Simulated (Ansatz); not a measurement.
# KTaO3 (Pm-3m) in Ansatz: notebook

The runs below take KTaO3 through relaxation of cell and atoms, with PBE, RPBE.

Program: Ansatz 0.2.0. These are calculated values, not measurements. Logs are shortened: lines on timing, memory, paths and dates and some standing lists are left out, and cuts for length are marked.

## 1. Starting point

Symmetry: Pm-3m, No. 221, cubic system. The conventional cell has a = 3.988 Å, b = 3.988 Å, c = 3.988 Å, α = 90.00°, β = 90.00°, γ = 90.00°. Ta (site symmetry m-3m) is surrounded by 6 O at 1.99 Å. K (site symmetry m-3m) is surrounded by 12 O at 2.82 Å. O (site symmetry 4/mmm) has 2 Ta at 1.99 Å as nearest neighbours.

## 2. Relaxation of cell and atoms, PBE

File input.yaml:

```yaml
crystal:
  lattice:
    - [3.9883, 0.0, 0.0]
    - [0.0, 3.9883, 0.0]
    - [0.0, 0.0, 3.9883]
  atoms:
    - { symbol: Ta, position: [0.0, 0.0, 0.0] }
    - { symbol: K, position: [0.5, 0.5, 0.5] }
    - { symbol: O, position: [0.0, 0.0, 0.5] }
    - { symbol: O, position: [0.0, 0.5, 0.0] }
    - { symbol: O, position: [0.5, 0.0, 0.0] }
hamiltonian:
  xc: pbe
  pseudopotentials: { kind: paw }
kpoints:
  mp_grid: { grid: [7, 7, 7] }
scf:
  occupations: { method: fermi_dirac, width: 0.05 }
output:
  forces: true
  stress: true
relax:
  f_tol: 0.01
  max_steps: 40
  cell: { stress_tol: 0.05 }
```

Potentials or basis: Ansatz PAW.

On the command line:

```sh
ansatz run input.yaml --threads 2 --pin off --max-ram 5120MiB --backend cpu --events-out ev --progress --plain --runs-dir out
```

Log:

```text
Warning: RAYON_NUM_THREADS=2 ignored (pool sized by the plan → 2); use --threads N
Engine: ansatz 0.2.0, aarch64-unknown-linux-gnu
Pseudopotentials: kind: paw
Pseudopotential: Ta, paw, valence charge 13, recommended cutoff 420 eV (normal), Ta.paw.azcp
Pseudopotential: K, paw, valence charge 9, recommended cutoff 420 eV (normal), K.paw.azcp
Pseudopotential: O, paw, valence charge 6, recommended cutoff 420 eV (normal), O.paw.azcp
Functional definition: PBE
  parameter kappa = 0.804
  parameter beta = 0.06672455060314922
  exchange = pbe_x(kappa = kappa, mu = beta*pi^2/3)
  correlation = pbe_c(beta = beta)
Crystal: 5 atoms, lattice volume = 63.440 Å³
Basis set: ecut = 420 eV, 1237 PW (Γ), exchange–correlation on 54×54×54 points (8 copies of the dense FFT grid, shifted against one another)
Bands: 25, of which v1, the nominal top of the filled ones, is band 20 counted from 1 (19 counted from 0)
Symmetry: 48 space group operations
Space group: Pm-3m (ITA 221), of the structure as read, at distance tolerance 4.0e-5 Å
k-points: 20 of 343
Non-local potential: Ta, projectors of the file, l = 0: 3, l = 1: 2, l = 2: 2, l = 3: 1
Non-local potential: K, projectors of the file, l = 0: 3, l = 1: 2, l = 2: 2
Non-local potential: O, projectors of the file, l = 0: 2, l = 1: 2, l = 2: 1
PAW form: soft (Blöchl's): semilocal exchange-correlation on the pseudo side does not see the compensation charge
PAW one-centre angular grid: Ta, 590 points (default); XC on 64 Gauss nodes
PAW one-centre angular grid: K, 110 points (default); XC on 64 Gauss nodes
PAW one-centre angular grid: O, 110 points (default); XC on 64 Gauss nodes
Initial density: superposition of atomic densities (neutral atoms: chi_scale 0, normalization atom), corrected by the library's trained network
Initial wavefunctions: pseudopotential atomic-orbital guess
Functional: x = pbe(κ = 0.804, μ = 0.2195149727645171), c = pbe(β = 0.06672455060314922)
SCF iter   1: F=—  HF=-13178.201293 eV  |F-HF|=—  |Δ(HF+E_count)|=         —  Δρ=9.96e-4  dr2=2.17e-4  ethr=1.77e-3  ⟨swp⟩=6.1  Hψ=2464  notcnv=0
preconditioner: auto → Resta (q_TF=auto, 2.526 Å⁻¹)  ε∞=4.7  [insulator: Δε(μ)=2.272 eV  Ē_g=13.241 eV  σ=0.050 eV  W_gap=1.00  n_scr=18 (ndim 8)  ℏωp=25.5 eV  f_vac=0.012  D(μ)=0.00/eV (n_scr^D=0)  ε∞_Penn≈4.7]
SCF iter   2: F=—  HF=-13178.201755 eV  |F-HF|=—  |Δ(HF+E_count)|=   4.62e-4  Δρ=5.14e-4  dr2=4.22e-5  ethr=5.42e-7  ⟨swp⟩=2.0  Hψ=1064  notcnv=0
SCF iter   3: F=—  HF=-13178.200807 eV  |F-HF|=—  |Δ(HF+E_count)|=   9.48e-4  Δρ=2.61e-4  dr2=1.10e-5  ethr=1.06e-7  ⟨swp⟩=2.0  Hψ=782  notcnv=0
SCF iter   4: F=—  HF=-13178.200856 eV  |F-HF|=—  |Δ(HF+E_count)|=   4.94e-5  Δρ=2.47e-5  dr2=2.63e-7  ethr=2.74e-8  ⟨swp⟩=2.0  Hψ=843  notcnv=0
iter 5 did not close the SCF: its close was put off for the readings that it lacked (scf_convergence_deferred on its scf_iter line)
SCF iter   5: F=-13178.200857 eV  HF=-13178.200857 eV  |F-HF|=7.75e-9  |Δ(HF+E_count)|=   3.74e-7  Δρ=6.86e-6  dr2=3.72e-8  ethr=6.56e-10  ⟨swp⟩=2.7  Hψ=828  notcnv=0
SCF iter   6: F=-13178.200857 eV  HF=-13178.200857 eV  |F-HF|=3.38e-10  |Δ(HF+E_count)|=   1.76e-8  Δρ=1.49e-6  dr2=1.63e-9  ethr=9.31e-11  ⟨swp⟩=2.1  Hψ=1677  notcnv=0
SCF 1 converged in 6 iterations: F = -13178.200857 eV  dr2 = 1.63e-9
relax step   1: F+E_penalty+E_count = -13178.20085672 eV  Δ(F+E_penalty+E_count) = +0.000e0 eV  max|allowed force component| = 6.133e-30 eV/Å  Δτ_max = 0.0000 Å  P = +5.409 GPa  Ω = 63.440 Å³  (6 SCF iters, dr2 threshold 1.00e-7 eV, accepted)
Crystal: 5 atoms, lattice volume = 65.514 Å³
Basis set: ecut = 420 eV, 1309 PW (Γ), exchange–correlation on 54×54×54 points (8 copies of the dense FFT grid, shifted against one another)
Initial density: handed on by an earlier stage of this run
Initial wavefunctions: those handed on with the density
iter 1 solved again at ethr=2.67e-5 eV; its pass at ethr=3.10e-3 eV (dr2=1.07e-2 eV) is discarded
SCF iter   1: F=—  HF=-13178.224059 eV  |F-HF|=—  |Δ(HF+E_count)|=         —  Δρ=4.66e-3  dr2=1.06e-2  ethr=2.67e-5  ⟨swp⟩=1.1  Hψ=2779  notcnv=0
preconditioner: auto → Resta (q_TF=auto, 2.513 Å⁻¹)  ε∞=4.8  [insulator: Δε(μ)=2.191 eV  Ē_g=12.975 eV  σ=0.050 eV  W_gap=1.00  n_scr=18 (ndim 8)  ℏωp=25.1 eV  f_vac=0.016  D(μ)=0.00/eV (n_scr^D=0)  ε∞_Penn≈4.8]
SCF iter   2: F=—  HF=-13178.221350 eV  |F-HF|=—  |Δ(HF+E_count)|=   2.71e-3  Δρ=1.61e-3  dr2=1.80e-3  ethr=2.65e-5  ⟨swp⟩=2.0  Hψ=811  notcnv=0
SCF iter   3: F=—  HF=-13178.221008 eV  |F-HF|=—  |Δ(HF+E_count)|=   3.41e-4  Δρ=8.23e-4  dr2=4.24e-4  ethr=4.51e-6  ⟨swp⟩=2.2  Hψ=614  notcnv=0
SCF iter   4: F=—  HF=-13178.219943 eV  |F-HF|=—  |Δ(HF+E_count)|=   1.07e-3  Δρ=1.80e-4  dr2=1.63e-5  ethr=1.06e-6  ⟨swp⟩=2.0  Hψ=799  notcnv=0
SCF iter   5: F=—  HF=-13178.219958 eV  |F-HF|=—  |Δ(HF+E_count)|=   1.51e-5  Δρ=2.76e-5  dr2=5.63e-7  ethr=4.07e-8  ⟨swp⟩=2.1  Hψ=774  notcnv=0
SCF iter   6: F=-13178.219959 eV  HF=-13178.219959 eV  |F-HF|=3.15e-8  |Δ(HF+E_count)|=   7.97e-7  Δρ=6.49e-6  dr2=3.09e-8  ethr=1.25e-9  ⟨swp⟩=4.0  Hψ=1656  notcnv=0
SCF 2 converged in 6 iterations: F = -13178.219959 eV  dr2 = 3.09e-8
relax step   2: F+E_penalty+E_count = -13178.21995861 eV  Δ(F+E_penalty+E_count) = -1.910e-2 eV  max|allowed force component| = 5.506e-29 eV/Å  Δτ_max = 0.0000 Å  P = -1.182 GPa  Ω = 65.514 Å³  energy of the carried Pulay correction = -7.103e-3 eV  (6 SCF iters, dr2 threshold 5.00e-7 eV, accepted)
Crystal: 5 atoms, lattice volume = 65.132 Å³
iter 1 solved again at ethr=1.06e-6 eV; its pass at ethr=3.10e-3 eV (dr2=4.22e-4 eV) is discarded
SCF iter   1: F=—  HF=-13178.223858 eV  |F-HF|=—  |Δ(HF+E_count)|=         —  Δρ=8.37e-4  dr2=3.30e-4  ethr=1.06e-6  ⟨swp⟩=2.0  Hψ=2637  notcnv=0
preconditioner: auto → Resta (q_TF=auto, 2.515 Å⁻¹)  ε∞=4.7  [insulator: Δε(μ)=2.221 eV  Ē_g=13.019 eV  σ=0.050 eV  W_gap=1.00  n_scr=18 (ndim 8)  ℏωp=25.2 eV  f_vac=0.012  D(μ)=0.00/eV (n_scr^D=0)  ε∞_Penn≈4.7]
SCF iter   2: F=—  HF=-13178.222732 eV  |F-HF|=—  |Δ(HF+E_count)|=   1.13e-3  Δρ=2.93e-4  dr2=5.84e-5  ethr=8.26e-7  ⟨swp⟩=2.0  Hψ=781  notcnv=0
SCF iter   3: F=—  HF=-13178.222721 eV  |F-HF|=—  |Δ(HF+E_count)|=   1.11e-5  Δρ=1.49e-4  dr2=1.35e-5  ethr=1.46e-7  ⟨swp⟩=2.2  Hψ=633  notcnv=0
SCF iter   4: F=—  HF=-13178.222720 eV  |F-HF|=—  |Δ(HF+E_count)|=   1.50e-6  Δρ=3.21e-5  dr2=5.04e-7  ethr=3.37e-8  ⟨swp⟩=2.0  Hψ=797  notcnv=0
SCF iter   5: F=-13178.222720 eV  HF=-13178.222720 eV  |F-HF|=1.31e-8  |Δ(HF+E_count)|=   4.43e-7  Δρ=5.00e-6  dr2=1.87e-8  ethr=1.25e-9  ⟨swp⟩=4.0  Hψ=1541  notcnv=0
SCF 3 converged in 5 iterations: F = -13178.222720 eV  dr2 = 1.87e-8
relax step   3: F+E_penalty+E_count = -13178.22272028 eV  Δ(F+E_penalty+E_count) = -2.762e-3 eV  max|allowed force component| = 3.871e-29 eV/Å  Δτ_max = 0.0000 Å  P = -0.047 GPa  Ω = 65.132 Å³  energy of the carried Pulay correction = -5.812e-3 eV  (5 SCF iters, dr2 threshold 5.00e-7 eV, accepted)
Initial wavefunctions: pseudopotential atomic-orbital guess (no wavefunctions were taken with the density)
iter 1 solved again at ethr=1.72e-8 eV; its pass at ethr=3.10e-3 eV (dr2=6.89e-6 eV) is discarded
SCF iter   1: F=—  HF=-13178.230276 eV  |F-HF|=—  |Δ(HF+E_count)|=         —  Δρ=3.20e-4  dr2=6.87e-6  ethr=1.72e-8  ⟨swp⟩=3.1  Hψ=3808  notcnv=0
preconditioner: auto → Resta (q_TF=auto, 2.515 Å⁻¹)  ε∞=4.7  [insulator: Δε(μ)=2.218 eV  Ē_g=13.019 eV  σ=0.050 eV  W_gap=1.00  n_scr=18 (ndim 8)  ℏωp=25.2 eV  f_vac=0.013  D(μ)=0.00/eV (n_scr^D=0)  ε∞_Penn≈4.7]
SCF iter   2: F=—  HF=-13178.229529 eV  |F-HF|=—  |Δ(HF+E_count)|=   7.46e-4  Δρ=1.61e-4  dr2=2.84e-6  ethr=1.72e-8  ⟨swp⟩=2.0  Hψ=900  notcnv=0
SCF iter   3: F=—  HF=-13178.229609 eV  |F-HF|=—  |Δ(HF+E_count)|=   8.03e-5  Δρ=7.70e-5  dr2=3.05e-7  ethr=7.11e-9  ⟨swp⟩=2.3  Hψ=660  notcnv=0
SCF iter   4: F=—  HF=-13178.229633 eV  |F-HF|=—  |Δ(HF+E_count)|=   2.37e-5  Δρ=3.92e-6  dr2=1.00e-8  ethr=7.63e-10  ⟨swp⟩=2.0  Hψ=800  notcnv=0
SCF iter   5: F=—  HF=-13178.229633 eV  |F-HF|=—  |Δ(HF+E_count)|=   1.15e-9  Δρ=8.93e-7  dr2=3.35e-10  ethr=2.51e-11  ⟨swp⟩=2.8  Hψ=871  notcnv=0
SCF iter   6: F=-13178.229633 eV  HF=-13178.229633 eV  |F-HF|=2.00e-11  |Δ(HF+E_count)|=  1.36e-10  Δρ=1.26e-7  dr2=1.17e-11  ethr=1.00e-12  ⟨swp⟩=4.9  Hψ=1765  notcnv=0
SCF 4 converged in 6 iterations: F = -13178.229633 eV  dr2 = 1.17e-11
relax step   4: F+E_penalty+E_count = -13178.22963307 eV  Δ(F+E_penalty+E_count) = -6.913e-3 eV  max|allowed force component| = 7.973e-29 eV/Å  Δτ_max = 0.0000 Å  P = +0.135 GPa  Ω = 65.132 Å³  stress off target by 1.35e-1 GPa  SCF on the basis re-selected at this cell (its energy is not comparable with the rows above)  (6 SCF iters)
basis re-selected at this cell: Δ(F+E_penalty+E_count) = -6.913e-3 eV, ΔP = +0.182 GPa vs the last step (what re-selecting the basis moved, of the pressure what is left beyond the Pulay correction that the steps carried, after the strain that the cell walked since its last selection, with what the two solves' SCF thresholds leave and, on support functions, any second-order correction that the steps lacked; it is no measure of the basis error at this ecutwfc). This SCF's stress stands 1.35e-1 GPa from its target on what of the cell is left free (relax.cell.stress_tol is 5.00e-2 GPa) and its largest allowed force component is 7.97e-29 eV/Å (relax.f_tol is 1.00e-2 eV/Å): not within both, so this SCF does not close the relaxation
Crystal: 5 atoms, lattice volume = 65.177 Å³
iter 1 solved again at ethr=1.33e-8 eV; its pass at ethr=3.10e-3 eV (dr2=5.33e-6 eV) is discarded
SCF iter   1: F=—  HF=-13178.230547 eV  |F-HF|=—  |Δ(HF+E_count)|=         —  Δρ=8.97e-5  dr2=4.05e-6  ethr=1.33e-8  ⟨swp⟩=2.0  Hψ=2633  notcnv=0
preconditioner: auto → Resta (q_TF=auto, 2.515 Å⁻¹)  ε∞=4.7  [insulator: Δε(μ)=2.216 eV  Ē_g=13.013 eV  σ=0.050 eV  W_gap=1.00  n_scr=18 (ndim 8)  ℏωp=25.2 eV  f_vac=0.016  D(μ)=0.00/eV (n_scr^D=0)  ε∞_Penn≈4.7]
SCF iter   2: F=—  HF=-13178.229500 eV  |F-HF|=—  |Δ(HF+E_count)|=   1.05e-3  Δρ=3.47e-5  dr2=6.09e-7  ethr=1.01e-8  ⟨swp⟩=2.0  Hψ=900  notcnv=0
SCF iter   3: F=—  HF=-13178.229500 eV  |F-HF|=—  |Δ(HF+E_count)|=   1.18e-7  Δρ=1.34e-5  dr2=1.00e-7  ethr=1.52e-9  ⟨swp⟩=2.4  Hψ=906  notcnv=0
SCF iter   4: F=-13178.229500 eV  HF=-13178.229500 eV  |F-HF|=4.19e-9  |Δ(HF+E_count)|=  6.49e-10  Δρ=4.09e-6  dr2=6.20e-9  ethr=1.14e-10  ⟨swp⟩=4.2  Hψ=1666  notcnv=0
SCF 5 converged in 4 iterations: F = -13178.229500 eV  dr2 = 6.20e-9
relax step   5: F+E_penalty+E_count = -13178.22950012 eV  Δ(F+E_penalty+E_count) = +1.330e-4 eV  max|allowed force component| = 3.734e-30 eV/Å  Δτ_max = 0.0000 Å  P = +0.002 GPa  Ω = 65.177 Å³  energy of the carried Pulay correction = -1.523e-4 eV  (4 SCF iters, dr2 threshold 4.55e-8 eV, accepted)
iter 1 solved again at ethr=4.40e-9 eV; its pass at ethr=3.10e-3 eV (dr2=1.76e-6 eV) is discarded
SCF iter   1: F=—  HF=-13178.230546 eV  |F-HF|=—  |Δ(HF+E_count)|=         —  Δρ=2.56e-5  dr2=1.79e-7  ethr=4.40e-9  ⟨swp⟩=3.9  Hψ=4057  notcnv=0
SCF iter   2: F=—  HF=-13178.229500 eV  |F-HF|=—  |Δ(HF+E_count)|=   1.05e-3  Δρ=1.64e-5  dr2=1.40e-7  ethr=4.47e-10  ⟨swp⟩=3.0  Hψ=1083  notcnv=0
SCF iter   3: F=—  HF=-13178.229500 eV  |F-HF|=—  |Δ(HF+E_count)|=   1.92e-8  Δρ=7.73e-6  dr2=2.20e-8  ethr=3.49e-10  ⟨swp⟩=2.0  Hψ=540  notcnv=0
SCF iter   4: F=—  HF=-13178.229500 eV  |F-HF|=—  |Δ(HF+E_count)|=   1.39e-9  Δρ=3.93e-6  dr2=4.01e-9  ethr=5.50e-11  ⟨swp⟩=1.9  Hψ=527  notcnv=0
SCF iter   5: F=—  HF=-13178.229500 eV  |F-HF|=—  |Δ(HF+E_count)|=   2.67e-9  Δρ=1.01e-6  dr2=4.10e-10  ethr=1.00e-11  ⟨swp⟩=2.0  Hψ=766  notcnv=0
SCF iter   6: F=—  HF=-13178.229500 eV  |F-HF|=—  |Δ(HF+E_count)|=    0.00e0  Δρ=4.34e-7  dr2=6.08e-11  ethr=1.03e-12  ⟨swp⟩=1.9  Hψ=527  notcnv=0
SCF iter   7: F=-13178.229500 eV  HF=-13178.229500 eV  |F-HF|=1.82e-12  |Δ(HF+E_count)|=  5.46e-12  Δρ=2.26e-7  dr2=1.31e-11  ethr=1.00e-12  ⟨swp⟩=4.0  Hψ=1504  notcnv=0
SCF 6 converged in 7 iterations: F = -13178.229500 eV  dr2 = 1.31e-11
relax step   6: F+E_penalty+E_count = -13178.22950012 eV  Δ(F+E_penalty+E_count) = -1.468e-9 eV  max|allowed force component| = 3.520e-30 eV/Å  Δτ_max = 0.0000 Å  P = +0.004 GPa  Ω = 65.177 Å³  stress off target by 3.61e-3 GPa  SCF on the basis re-selected at this cell (its energy is not comparable with the rows above)  (7 SCF iters)
basis re-selected at this cell: Δ(F+E_penalty+E_count) = -1.468e-9 eV, ΔP = +0.001 GPa vs the last step (what re-selecting the basis moved, of the pressure what is left beyond the Pulay correction that the steps carried, after the strain that the cell walked since its last selection, with what the two solves' SCF thresholds leave and, on support functions, any second-order correction that the steps lacked; it is no measure of the basis error at this ecutwfc). This SCF's stress stands 3.61e-3 GPa from its target on what of the cell is left free (relax.cell.stress_tol is 5.00e-2 GPa) and its largest allowed force component is 3.52e-30 eV/Å (relax.f_tol is 1.00e-2 eV/Å): within both
SCF converged after 7 iterations
Free energy (F): -13178.229500 eV
Harris-Foulkes:  -13178.229500 eV  (|F-HF|=1.82e-12)
Internal energy: -13178.229500 eV  (E = F + TS)
E sigma→0 (E₀):  -13178.229500 eV
Fermi energy:    9.515760 eV
--- Per-component energies (eV) ---
  E_band       = -266.625013
  E_kinetic    = 1143.462930
  E_local      = -2256.029229  (includes V_loc(G=0)·N_el)
  E_nonlocal   = 170.020212
  E_hartree    = 788.259882
  E_xc         = -575.381460
  E_vxc        = -651.892327  (∫ρ·V_xc dr)
  E_paw        = -9652.523441  (= ΣΔE_a)
  E_vpaw       = -248.713773  (= ΣTr[D̂ρ^β])
  E_aug_tail   = 0.007418  (compensation charges beyond the density's cutoff)
  E_ewald      = -2796.045814
  E_smearing   = -0.000000  (= −TS)
  E_closure    = 0.000000  (closes the sum)
  Σ components = -13178.229500   (vs F -13178.229500, Δ=0.00e0)
--- Forces (eV/Å), atoms counted from 1 ---
  atom   1  Ta     0.00000000    -0.00000000    -0.00000000
  atom   2  K     -0.00000000     0.00000000     0.00000000
  atom   3  O      0.00000000     0.00000000     0.00000000
  atom   4  O      0.00000000     0.00000000    -0.00000000
  atom   5  O     -0.00000000    -0.00000000    -0.00000000
  max |Σ_I F_I| component: 6.06e-30 eV/Å
--- Stress (GPa, compression-positive) ---
        0.003611      -0.000000       0.000000
       -0.000000       0.003611      -0.000000
        0.000000      -0.000000       0.003611
  P = ⅓ Tr σ = 0.0036 GPa (0.036 kbar)
--- Relaxed structure (4 steps of the walk, 4 accepted, 2 SCFs on fresh bases) ---
  F+E_penalty+E_count = -13178.22950012 eV   max|allowed force component| = 3.520e-30 eV/Å   (the final SCF, on the basis selected at the relaxed cell)
  cell:  # Å, volume = 65.1772 Å³
    - [4.0243760761656455, -1.813584030964647e-33, 6.419766481290786e-35]
    - [-2.198770019842094e-33, 4.0243760761656455, 0.0]
    - [6.419766481290786e-35, 0.0, 4.0243760761656455]
  atoms:
    - { symbol: Ta, position: [3.0180934617419346e-36, 8.048249231370627e-37, 7.042218077167029e-37] }
    - { symbol: K, position: [0.5, 0.5, 0.5] }
    - { symbol: O, position: [3.0180934618279435e-36, 1.3078404999881582e-36, 0.5] }
    - { symbol: O, position: [3.018093461805932e-36, 0.5, 7.0422180768010375e-37] }
    - { symbol: O, position: [0.5, 8.048249230730205e-37, 7.042218077459832e-37] }
```

It took 6.1 s on 2 threads of Arm Neoverse V1, shared host; peak memory 0.38 GiB.

Results:

| Quantity | Value |
| --- | --- |
| Free energy | -13178.2295 eV |
| Relaxed volume | 13.04 Å³/atom |
| Relaxed cell | a = 4.024 Å, b = 4.024 Å, c = 4.024 Å, α = 90.00°, β = 90.00°, γ = 90.00° |
| Space group after relaxing (to 0.05 Å) | Pm-3m (No. 221) |
| Energy gained by relaxing | 5.7 meV/atom |
| Ionic steps | 6 |
| Pressure after relaxing | 0.0 GPa |
| Band gap on the k mesh | 2.22 eV |

The path:
| step | energy change (eV) | largest force (eV/Å) | volume (Å³) |
| --- | --- | --- | --- |
| 1 | 0.0000 | 0.0000 | 63.44 |
| 2 | -0.0191 | 0.0000 | 65.51 |
| 3 | -0.0219 | 0.0000 | 65.13 |
| 4 | -0.0288 | 0.0000 | 65.13 |
| 5 | -0.0286 | 0.0000 | 65.18 |
| 6 | -0.0286 | 0.0000 | 65.18 |

Final structure:
```
Ta K O
1.0
     4.02438    0.00000    0.00000
     0.00000    4.02438    0.00000
     0.00000    0.00000    4.02438
Ta K O
1 1 3
Direct
  0.00000 0.00000 0.00000
  0.50000 0.50000 0.50000
  0.00000 0.00000 0.50000
  0.00000 0.50000 0.00000
  0.50000 0.00000 0.00000
```

Caveat: odd divisions of the mesh miss points on the zone boundary, where band edges often lie, so the gap on the mesh can be too wide; the plane-wave basis is chosen anew once the cell has moved, so the energies of steps on either side of that aren't comparable; the pressure holds a Pulay correction of +0.5 GPa for the finite cutoff; spin-orbit coupling is left out, which moves the levels of the heavy elements. A k mesh can miss the band edges.

## 3. Relaxation of cell and atoms, RPBE

input.yaml, as its differences from that of step 2:

```diff
@@ -12,3 +12,3 @@
 hamiltonian:
-  xc: pbe
+  xc: rpbe
   pseudopotentials: { kind: paw }
```

Potentials or basis: Ansatz PAW.

On the command line:

```sh
ansatz run input.yaml --threads 2 --pin off --max-ram 5120MiB --backend cpu --events-out ev --progress --plain --runs-dir out
```

It took 7.3 s on 2 threads of Arm Neoverse V1, shared host; peak memory 0.37 GiB.

The run converged. Its results:

```
Free energy                            : -13200.1003 eV
Relaxed volume                         : 13.34 Å³/atom
Relaxed cell                           : a = 4.055 Å, b = 4.055 Å, c = 4.055 Å, α = 90.00°, β = 90.00°, γ = 90.00°
Space group after relaxing (to 0.05 Å) : Pm-3m (No. 221)
Energy gained by relaxing              : 18.9 meV/atom
Ionic steps                            : 7
Pressure after relaxing                : 0.0 GPa
Band gap on the k mesh                 : 2.21 eV
```

Step by step:
```csv
step,energy change (eV),largest force (eV/Å),volume (Å³)
1,0.0000,0.0000,63.44
2,-0.0765,0.0000,67.22
3,-0.0820,0.0000,66.61
4,-0.0821,0.0000,66.56
5,-0.0945,0.0000,66.56
6,-0.0943,0.0000,66.68
7,-0.0946,0.0000,66.68
```

Final structure:
```cif
data_structure
_symmetry_space_group_name_H-M 'P 1'
_symmetry_Int_Tables_number 1
_cell_length_a 4.0550
_cell_length_b 4.0550
_cell_length_c 4.0550
_cell_angle_alpha 90.000
_cell_angle_beta 90.000
_cell_angle_gamma 90.000
_cell_volume 66.68
loop_
_atom_site_label
_atom_site_type_symbol
_atom_site_fract_x
_atom_site_fract_y
_atom_site_fract_z
_atom_site_occupancy
Ta1 Ta 0.00000 0.00000 0.00000 1
K1 K 0.50000 0.50000 0.50000 1
O1 O 0.00000 0.00000 0.50000 1
O2 O 0.00000 0.50000 0.00000 1
O3 O 0.50000 0.00000 0.00000 1
```

Caveat: odd divisions of the mesh miss points on the zone boundary, where band edges often lie, so the gap on the mesh can be too wide; the plane-wave basis is chosen anew once the cell has moved, so the energies of steps on either side of that aren't comparable; the pressure holds a Pulay correction of +0.5 GPa for the finite cutoff; spin-orbit coupling is left out, which moves the levels of the heavy elements; the PAW data sets come from PBE, with cores solved anew for the run's functional, which leaves a small shift of forces and pressure. RPBE and its kin give volumes clearly too large for solids.
